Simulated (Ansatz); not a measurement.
Input of an Ansatz 0.2.0 run:

The input input.yaml:

```yaml
crystal:
  lattice:
    - [2.7036817444, 0.0, 0.0]
    - [0.0, 2.7036817444, 0.0]
    - [0.0, 0.0, 2.7036817444]
  atoms:
    - { symbol: As, position: [0.5, 0.5, 0.5] }
kpoints:
  mp_grid: { grid: [10, 10, 10] }
  band_path:
    path:
      - [0.0, 0.0, 0.0]
      - [0.0, 0.5, 0.0]
      - [0.5, 0.5, 0.0]
      - [0.0, 0.0, 0.0]
      - [0.5, 0.5, 0.5]
      - [0.0, 0.5, 0.0]
    npoints: 6
scf:
  occupations: { method: fermi_dirac, width: 0.05 }
hamiltonian:
  xc: pbesol
  pseudopotentials: { kind: all_electron, lapw: { basis_error: 0.001 } }
output:
  forces: true
  stress: true
  eigenvalues: true
```

Potentials or basis: all-electron LAPW, scalar-relativistic.

Run with:

```console
$ ansatz run input.yaml --threads 1 --pin off --max-ram 3072MiB --backend cpu --events-out ev --progress --plain --runs-dir out
```

Question: Estimate the pressure.

Answer: -1.5 GPa.

Question: Predict the band gap along the path.

Answer: None (metal or under the smearing width).

Levels at the corners of the path, in eV from the Fermi level:
| point | band 8 | band 9 | band 10 | band 11 | band 12 | band 13 | band 14 | band 15 |
| --- | --- | --- | --- | --- | --- | --- | --- | --- |
| Γ | -35.85 | -35.85 | -14.93 | 4.20 | 4.20 | 4.20 | 8.65 | 8.65 |
| X | -35.86 | -35.85 | -11.78 | -6.90 | 6.50 | 6.50 | 11.47 | 14.05 |
| M | -35.87 | -35.81 | -8.50 | -4.21 | -4.21 | 2.48 | 8.66 | 16.92 |
| Γ | -35.85 | -35.85 | -14.93 | 4.20 | 4.20 | 4.20 | 8.65 | 8.65 |
| R | -35.81 | -35.81 | -4.89 | -1.76 | -1.76 | -1.76 | 5.99 | 5.99 |
| X | -35.86 | -35.85 | -11.78 | -6.90 | 6.50 | 6.50 | 11.47 | 14.05 |
